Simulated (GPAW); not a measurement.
Co:

```xyz
2
Lattice="2.4874 0.0000 0.0000 -1.2437 2.1541 0.0000 0.0000 0.0000 4.0633" Properties=species:S:1:pos:R:3 pbc="T T T"
Co    0.0000    1.4361    3.0074
Co    1.2437    0.7180    1.0559
```

- Program: GPAW 26.7.0
- Task: single point
- Functional: PBEsol
- Potentials or basis: PAW data sets generated in the run's folder for this functional
- Cutoff: 600 eV
- Basis: pw
- k mesh: 12 × 12 × 7
- Occupations: fermi-dirac, width 0.05 eV
- Spin: collinear spin, ferromagnetic start
- Starting moments: [2.0, 2.0] μB

On this cell: pressure -9.0 GPa; largest force 0.480 eV/Å; net moment 3.26 μB per cell; site moments Co +1.70 μB; band gap on the k mesh none (metal or under the smearing width).

The same run follows on a disturbed copy (atoms moved at random, drawn with an rms of 0.05 Å):

```
CELL_PARAMETERS angstrom
2.48736 0.00000 0.00000
-1.24368 2.15412 0.00000
0.00000 0.00000 4.06329
ATOMIC_POSITIONS crystal
Co 0.33137 0.64975 0.73713
Co 0.67030 0.32052 0.26370
```

Q: What changes?

A: The energy (extrapolated to zero smearing) moves by +8.1 meV/atom; pressure -8.2 GPa; largest force 0.701 eV/Å; net moment 3.27 μB per cell; site moments Co +1.70 μB; band gap on the k mesh none (metal or under the smearing width).

Forces on the atoms (eV/Å):
```
Co   0.023  0.023  0.700
Co  -0.023 -0.023 -0.700
```

Stress tensor (GPa, compression positive):
```
-7.41  0.17  0.12
 0.17 -7.76  0.12
 0.12  0.12 -9.55
```
